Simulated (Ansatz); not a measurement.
The system is WS2 (Tungstenite).

```
W S
1.0
     3.18000    0.00000    0.00000
    -1.59000    2.75396    0.00000
     0.00000    0.00000   12.50000
W S
2 4
Cartesian
  1.5900 0.9180 9.3750
  0.0000 1.8360 3.1250
  1.5900 0.9180 4.6875
  0.0000 1.8360 10.9375
  1.5900 0.9180 1.5625
  0.0000 1.8360 7.8125
```

Base run:

```yaml
Program: Ansatz 0.2.0
Functional: LDA
Potentials_or_basis: Ansatz PAW
Cutoff: "420 eV (not typed: the program's choice for these potentials)"
k_mesh: 10 × 10 × 3
Occupations: gaussian, width 0.02 eV
Spin: no spin polarisation
```

Its results: band gap on the k mesh 1.04 eV, indirect (least direct gap 2.06 eV); pressure -5.6 GPa; largest force 0.358 eV/Å.

Question: After a change of settings the same cell gave: band gap on the k mesh 1.13 eV, indirect (least direct gap 2.08 eV); pressure 9.5 GPa; largest force 0.527 eV/Å. Which change was it?
A. occupations from gaussian, width 0.02 eV to fermi-dirac, width 0.05 eV
B. functional from LDA to revPBE; occupations from gaussian, width 0.02 eV to fermi-dirac, width 0.05 eV
C. functional from LDA to BLYP; occupations from gaussian, width 0.02 eV to fermi-dirac, width 0.05 eV

Answer: C.

Caveats: spin-orbit coupling is left out, which moves the levels of the heavy elements; the PAW data sets come from PBE, with cores solved anew for the run's functional, which leaves a small shift of forces and pressure; odd divisions of the mesh miss points on the zone boundary, where band edges often lie, so the gap on the mesh can be too wide (some runs); the k mesh misses the band edges, so the gap on the mesh is wider than the one along the path (some runs); this functional lacks dispersion, which binds the layers, so the pressure and a relaxed spacing across them are unreliable (some runs).

Runs at the PBE level aren't shown here.
